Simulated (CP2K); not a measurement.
## Bi under changes of volume

One of the cells (31.117 Å³/atom); the others are scaled copies at fixed shape and fractional positions:

```
CELL_PARAMETERS angstrom
3.43194 0.00000 0.00000
-1.14398 3.23566 0.00000
-1.14398 -1.61783 2.80217
ATOMIC_POSITIONS crystal
Bi 0.00000 0.00000 0.00000
```

This isn't the form of Bi at room conditions, which is rhombohedral.

```yaml
Program: CP2K 2026.2
Functional: PBEsol
Potentials_or_basis: POTENTIAL_UZH Bi GTH-PBE-q5; TZVP-MOLOPT-PBE-GTH basis
Density_cutoff: 6123 eV
k_mesh: 9 × 9 × 9
Occupations: fermi-dirac, width 0.05 eV
Spin: no spin polarisation
```

```tsv
volume (Å³/atom)	energy over the lowest point (meV/atom)	pressure (GPa)
29.250	26.04	4.4
29.872	12.37	2.9
30.495	3.88	1.6
31.117	0.00	0.4
31.739	?	?
32.362	4.99	-1.7
32.984	13.34	-2.6
```

Problem. What does the run at 31.739 Å³/atom give?

Solution. Energy over the lowest point 0.44 meV/atom; pressure -0.7 GPa.

Worked out: A Birch-Murnaghan fit of order 3 (a polynomial in V^(-2/3)) to the other rows has its minimum at 31.35 Å³/atom with B0 = V·E''(V) = 55 GPa (rough, since the energies scatter). It gives 0.47 meV/atom at 31.739 Å³/atom, against the run's 0.44, and -dE/dV = -0.7 GPa, against -0.7.

Energies are extrapolated to zero smearing.

Caveats: the potentials were made for another functional, which shifts forces and pressure; the basis of atomic orbitals isn't converged, which shifts pressures, moduli and gaps.
